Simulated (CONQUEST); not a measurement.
Pt:

```
Pt
1.0
     2.77313    0.00000    0.00000
     0.00000    2.77313    0.00000
     0.00000    0.00000    3.92180
Pt
2
Direct
  0.00000 0.00000 0.00000
  0.50000 0.50000 0.50000
```

Program: CONQUEST 1.3. Alike in all runs: task single point; cell as given.

Order these runs on this cell by their pressure, lowest first.
A. level PBE; potentials or basis PseudoDojo NC LDA, SZP, grid cutoff 80 Ha; spin off; k mesh 8 × 8 × 6; smearing fermi-dirac 0.1 eV
B. level PBE; potentials or basis PseudoDojo NC PBE, DZP, grid cutoff 120 Ha; spin off; k mesh 10 × 10 × 7; smearing fermi-dirac 0.05 eV
C. level LDA; potentials or basis PseudoDojo NC LDA, SZP, grid cutoff 100 Ha; spin collinear, random start; k mesh 8 × 8 × 6; smearing fermi-dirac 0.027 eV

C (3.0 GPa), B (12.4 GPa), A (17.3 GPa).

Caveats: the basis of atomic orbitals isn't converged, which shifts pressures, moduli and gaps; the atomic basis is small (some runs); the real-space grid breaks the cell's symmetry a little (some runs); the box holds several primitive cells, so bands are folded and the points are those of the box's own zone (some runs); the potentials were made for another functional, which shifts forces and pressure (some runs); so large a pressure means that the cell lies far from this level's equilibrium, or that cutoff or potentials fall short (some runs).
